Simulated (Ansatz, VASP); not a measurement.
**ScAl3: VASP beside Ansatz**

```
Sc Al
1.0
     4.08781    0.00000    0.00000
     0.00000    4.08781    0.00000
     0.00000    0.00000    4.08781
Sc Al
1 3
Cartesian
  0.0000 0.0000 0.0000
  2.0439 0.0000 2.0439
  0.0000 2.0439 2.0439
  2.0439 2.0439 0.0000
```

Alike in both runs: task relaxation of cell and atoms; functional PBE; k mesh 12 × 12 × 12; occupations gaussian, width 0.1 eV; no spin polarisation.

```csv
,VASP,Ansatz
version,VASP 6.6.1,Ansatz 0.2.0
potentials or method,"VASP PAW PBE potentials, release 64 (Sc_sv, Al)","scalar-relativistic, plane waves, PAW"
plane-wave cutoff (eV),600,420
valence electrons in the cell,20,20
```

Ansatz gave:

- gap on the k mesh at the Fermi level, each at its own relaxed structure (eV): none
- relaxed volume (Å³/atom): 17.30
- relaxed cell length with the largest relative difference (Å): 4.106

Question: Which values does VASP return?

Answer: gap on the k mesh at the Fermi level, each at its own relaxed structure (eV): none; relaxed volume (Å³/atom): 17.31; relaxed cell length with the largest relative difference (Å): 4.106.

A gap of «none» marks a metal or a gap that the smearing closes.
